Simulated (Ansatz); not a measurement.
# Clamped-ion strain scan in SiNi

The calculation used DFT PBE, scalar-relativistic, plane waves, PAW (Ansatz 0.2.0). Settings: plane waves to 420 eV, k-mesh 8×12×8 (Γ-centred), Gaussian smearing 0.15 eV. No spin polarisation. A magnetic state may lie lower. Energies are free energies at this smearing, counted from the undisturbed cell; pressure is positive in compression.

The undisturbed cell (relaxed at this level):

```
CELL_PARAMETERS angstrom
5.15409 0.00000 0.00000
0.00000 3.37549 0.00000
0.00000 0.00000 5.61971
ATOMIC_POSITIONS crystal
Si 0.32125 0.75000 0.08408
Si 0.17875 0.25000 0.58408
Si 0.82125 0.75000 0.41592
Si 0.67875 0.25000 0.91592
Ni 0.00822 0.25000 0.18849
Ni 0.49178 0.75000 0.68849
Ni 0.50822 0.25000 0.31151
Ni 0.99178 0.75000 0.81151
```

The cell is strained by ε times the Voigt pattern (0, 1, 0, 0, 0, 0) (xx, yy, zz, yz, xz, xy; engineering shear) with fractional coordinates fixed. The cell is metallic on the mesh throughout.

| ε | ΔE (meV/atom) | stress summed along the pattern (GPa, tension positive) | pressure (GPa) |
| --- | --- | --- | --- |
| -0.0200 | 4.0 | -5.25 | 3.7 |
| -0.0150 | 2.3 | -3.95 | 2.7 |
| -0.0100 | 1.0 | -2.64 | 1.8 |
| -0.0050 | 0.3 | -1.33 | 0.9 |
| 0.0000 | 0.0 | -0.03 | 0.0 |
| 0.0050 | 0.2 | 1.26 | -0.8 |
| 0.0100 | 1.0 | 2.53 | -1.7 |
| 0.0150 | 2.2 | 3.77 | -2.5 |
| 0.0200 | 3.8 | 4.99 | -3.3 |